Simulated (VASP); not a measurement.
# CaSe (Fm-3m) in VASP: further runs, part 2 of 2

VASP 6.6.1. The steps go on from the part before.

## (4) Single point, PBE

This run uses another cell than the first one, of 26.44 Å³/atom, 1.335 times its volume.

INCAR reads:

```
PREC = Accurate
ENCUT = 520
EDIFF = 1E-6
ISMEAR = 0
SIGMA = 0.01
LREAL = False
LASPH = True
NELM = 60
ALGO = Normal
ISIF = 2
LWAVE = False
LCHARG = False
GGA = PE
NBANDS = 15
```

KPOINTS reads:

```
regular mesh
0
Gamma
  8 8 8
```

POSCAR reads:

```
CaSe
1.0
    0.0000000000      2.9789659816      2.9789659816
    2.9789659816      0.0000000000      2.9789659816
    2.9789659816      2.9789659816      0.0000000000
Ca Se
1 1
Direct
    0.0000000000      0.0000000000      0.0000000000
    0.5000000000      0.5000000000      0.5000000000
```

Potentials or basis: VASP PAW PBE potentials, release 64 (Ca_sv, Se).

Run with:

```console
> cat potpaw_PBE.64/Ca_sv/POTCAR potpaw_PBE.64/Se/POTCAR > POTCAR
> mpirun -np 1 vasp_std > vasp.out
```

OUTCAR:

```text
PREC = Accurate
   ENCUT = 520
   EDIFF = 1E-6
   ISMEAR = 0
   LREAL = False
   LASPH = True
   NELM = 60
   ISIF = 2
   GGA = PE

 ion  position               nearest neighbor table
   1  0.000  0.000  0.000-   2 2.98   2 2.98   2 2.98   2 2.98   2 2.98   2 2.98
   2  0.500  0.500  0.500-   1 2.98   1 2.98   1 2.98   1 2.98   1 2.98   1 2.98

  LATTYP: Found a face centered cubic cell.
 ALAT       =     5.9579319632

  Lattice vectors:

 A1 = (   0.0000000000,   2.9789659816,   2.9789659816)
 A2 = (   2.9789659816,   0.0000000000,   2.9789659816)
 A3 = (   2.9789659816,   2.9789659816,   0.0000000000)

Analysis of symmetry for initial positions (statically):
=====================================================================
 Subroutine PRICEL returns:
 Original cell was already a primitive cell.

 Routine SETGRP: Setting up the symmetry group for a
 face centered cubic supercell.

 Subroutine GETGRP returns: Found 48 space group operations
 (whereof 48 operations were pure point group operations)
 out of a pool of 48 trial point group operations.

The static configuration has the point symmetry O_h .

Analysis of symmetry for dynamics (positions and initial velocities):
[... 177 lines left out ...]
     10       6.0115      0.00000
     11       6.0115      0.00000
     12       6.0115      0.00000
     13       6.5593      0.00000
     14       6.5593      0.00000
[... 401 lines left out ...]
      2     -18.5902      2.00000
      3     -18.5363      2.00000
      4     -18.5218      2.00000
      5      -8.7786      2.00000
      6      -0.4608      2.00000
      7       0.7184      2.00000
      8       1.1028      2.00000
      9       6.7486      0.00000
     10       7.0287      0.00000
     11       7.9613      0.00000
     12       8.2198      0.00000
     13       8.5602      0.00000
     14       9.4443      0.00000
     15      10.7597      0.00000

 [... further k-points ...]

------------------------ aborting loop because EDIFF is reached ----------------------------------------

  FORCE on cell =-STRESS in cart. coord.  units (eV):
  Direction    XX          YY          ZZ          XY          YZ          ZX
  --------------------------------------------------------------------------------------
  -------------------------------------------------------------------------------------
  Total        0.0549444      0.0549444      0.0549444      0.0000000      0.0000000      0.0000000
  in kB        1.6649749      1.6649749      1.6649749      0.0000000      0.0000000      0.0000000
  external PRESSURE =       1.6649749 kB  Pullay stress =       0.0000000 kB

 VOLUME and BASIS-vectors are now :
 -----------------------------------------------------------------------------
  energy-cutoff  :      520.00
  volume of cell :       52.87
      direct lattice vectors                 reciprocal lattice vectors
     0.000000000  2.978965982  2.978965982    -0.167843474  0.167843474  0.167843474
     2.978965982  0.000000000  2.978965982     0.167843474 -0.167843474  0.167843474
     2.978965982  2.978965982  0.000000000     0.167843474  0.167843474 -0.167843474

 POSITION                                       TOTAL-FORCE (eV/Angst)
 -----------------------------------------------------------------------------------
      0.00000      0.00000      0.00000        -0.000000     -0.000000     -0.000000
      2.97897      2.97897      2.97897         0.000000      0.000000      0.000000
 -----------------------------------------------------------------------------------
    total drift:                                0.000000     -0.000000     -0.000000

  FREE ENERGIE OF THE ION-ELECTRON SYSTEM (eV)
  ---------------------------------------------------
  free  energy   TOTEN  =        -9.4858386001 eV

  energy  without entropy=       -9.4858386001  energy(sigma->0) =       -9.48583860
```

Wall time 16 s (1 thread of Intel Xeon Platinum 8488C (Sapphire Rapids), shared host); peak memory 0.18 GiB.

What came out:

```
Free energy            : -9.4858 eV
Pressure               : 0.2 GPa
Band gap on the k mesh : 2.07 eV, indirect (least direct gap 2.99 eV)
```

A k mesh can miss the band edges. Expect the measured gap to be larger: semilocal functionals such as PBE lack the derivative discontinuity.

## (5) Single point, PBE

This run uses another cell than the first one, of 26.44 Å³/atom, 1.335 times its volume.

INCAR reads:

```
SYSTEM = CaSe
  PREC = Accurate
  ENCUT = 520
  EDIFF = 1E-7
  ISMEAR = -1
  SIGMA = 0.05
  LREAL = .False.
  LASPH = .True.
  NELM = 80
  ALGO = Normal
  ISIF = 2
  LWAVE = .False.
  LCHARG = .False.
  GGA = PE
  NBANDS = 15
```

KPOINTS reads:

```
Automatic mesh
0
Gamma
  8 8 8
  0 0 0
```

POSCAR is that of step 4.

Run with:

```console
> cat potpaw_PBE.64/Ca_sv/POTCAR potpaw_PBE.64/Se/POTCAR > POTCAR
> mpirun -np 1 vasp_std > vasp.out
```

Run time: 18 s. Hardware: 1 thread of Intel Xeon Platinum 8488C (Sapphire Rapids), shared host; peak memory 0.18 GiB.

The run converged. Its results:

* Free energy: -9.4858 eV
* Pressure: 0.2 GPa
* Band gap on the k mesh: 2.07 eV, indirect (least direct gap 2.99 eV)

Levels at points of the mesh, in eV from the valence-band top:
| k point | band 5 | band 6 | band 7 | band 8 | band 9 | band 10 | band 11 | band 12 |
| --- | --- | --- | --- | --- | --- | --- | --- | --- |
| (0.00, 0.00, 0.00) | -11.73 | 0.00 | 0.00 | 0.00 | 3.23 | 3.71 | 3.71 | 3.71 |
| (0.50, 0.00, 0.00) | -11.07 | -3.20 | -1.15 | -1.15 | 4.48 | 5.42 | 5.45 | 5.45 |
| (0.50, 0.50, 0.00) | -11.17 | -2.46 | -0.91 | -0.91 | 2.07 | 4.96 | 5.00 | 5.93 |

## (6) Overview

| cell | smearing | gap on the mesh (eV) | pressure (GPa) |
| --- | --- | --- | --- |
| a = 3.826 Å, angles 60.0°, 2 atoms | gaussian 0.01 eV | 1.11 | 25.5 |
| a = 4.213 Å, angles 60.0°, 2 atoms | gaussian 0.02 eV | 2.07 | 0.1 |
| a = 4.213 Å, angles 60.0°, 2 atoms | gaussian 0.01 eV | 2.07 | 0.2 |
| a = 4.213 Å, angles 60.0°, 2 atoms | fermi-dirac 0.05 eV | 2.07 | 0.2 |

Alike in all rows: task single point; level PBE; potentials or basis VASP PAW PBE potentials, release 64 (Ca_sv, Se); no spin polarisation; k mesh 8 × 8 × 8; cutoff (eV) 520.

Absolute energies hang on the potentials; compare differences alone.

## (7) Comparison with measurements

Step 3. Against the measured gap of CaSe, 3.85 eV (indirect; 2 K; a printed reference work, monograph, original work of 1988), the calculated 2.07 eV is off by -1.78 eV. Spin-orbit coupling on Se is left out. The value is that of PBE on a finite k mesh, which can miss the band edges, without temperature or zero-point motion. Semilocal functionals fall short of measured gaps as a rule.

Step 5. A measured gap of CaSe is 3.85 eV (indirect; 2 K; a printed reference work, monograph, original work of 1988); the calculated 2.07 eV misses it by -1.78 eV. Spin-orbit coupling on Se is left out. The value is that of PBE on a finite k mesh, which can miss the band edges, without temperature or zero-point motion. Semilocal functionals fall short of measured gaps as a rule.
